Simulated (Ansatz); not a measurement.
Set up this calculation in Ansatz 0.2.0, as the native input.

| Property | Result |
| --- | --- |
| Task | single point |
| Functional | PBE |
| Potentials or basis | all-electron LAPW, scalar-relativistic |
| Cutoff | 271 eV (chosen from the basis error) |
| Basis error allowed | 0.003 eV/atom |
| k mesh | 7 × 7 × 7 |
| Occupations | fermi-dirac, width 0.03 eV |
| Spin | no spin polarisation |

BAs:

```
CELL_PARAMETERS angstrom
0.00000 2.38850 2.38850
2.38850 0.00000 2.38850
2.38850 2.38850 0.00000
ATOMIC_POSITIONS crystal
As 0.75000 0.75000 0.75000
B 0.00000 0.00000 0.00000
```

One way to write it, as run:

input.yaml

```yaml
crystal:
  lattice:
    - [0.0, 2.3885, 2.3885]
    - [2.3885, 0.0, 2.3885]
    - [2.3885, 2.3885, 0.0]
  atoms:
    - { symbol: As, position: [0.75, 0.75, 0.75] }
    - { symbol: B, position: [0.0, 0.0, 0.0] }
kpoints:
  mp_grid: { grid: [7, 7, 7] }
scf:
  occupations: { method: fermi_dirac, width: 0.03 }
hamiltonian:
  xc: pbe
  pseudopotentials: { kind: all_electron, lapw: { basis_error: 0.003 } }
output:
  forces: true
  stress: true
  eigenvalues: true
```

Potentials or basis: all-electron LAPW, scalar-relativistic.

Command:

```sh
$ ansatz run input.yaml --threads 1 --pin off --max-ram 2560MiB --backend cpu --events-out ev --progress --plain --runs-dir out
```

It gave:

```json
{
  "Pressure": "2.8 GPa",
  "Band gap on the k mesh": "1.21 eV, indirect (least direct gap 3.28 eV)"
}
```

Caveat: an odd mesh through Γ misses points on the zone boundary, where band edges often lie.

Wall time 4.5 s on 1 thread of Arm Neoverse V1, with other jobs on the host, peak memory 0.21 GiB.
